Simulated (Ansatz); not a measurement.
**AgI — ¹²⁷I nuclear quadrupole resonance**

Cell: a COD entry whose atoms were relaxed with PBE, the cell held.

```
Ag I
1.0
     4.59000    0.00000    0.00000
    -2.29500    3.97506    0.00000
     0.00000    0.00000    7.52000
Ag I
2 2
Direct
  0.66667 0.33333 0.62830
  0.33333 0.66667 0.12830
  0.66667 0.33333 0.00170
  0.33333 0.66667 0.50170
```

Atoms are numbered from 1 in the order listed; like atoms form one site, named after its first atom.

The numbers come from a DFT calculation in Ansatz (PBE, plane waves and PAW, scalar-relativistic, 420 eV cutoff, Γ-centred 7×7×4 k-points, Fermi–Dirac smearing 0.02 eV).

¹²⁷I: I = 5/2, Q = -688.2 mb (year-2017 value). Static lattice, zero field.

Q: The simulated lines lie at 2.37, 4.75 MHz. What are |C_Q|, η and |V_zz| at I?

A: For I = 5/2 and η = 0 the lines are 3|C_Q|/20 and twice that; η pulls their ratio below 2. Here |C_Q| = 15.8 MHz, η = 0.00 and |V_zz| = 0.95 × 10²¹ V/m². The calculation gives V_zz positive; the lines don't show the sign. The site has 4 Ag at 2.81–2.82 Å.

An axis of threefold or higher order runs through I, so V_zz lies along it and η is zero.

Without spin–orbit coupling the gradients at and beside I can be off by some per cent, at some sites by more.
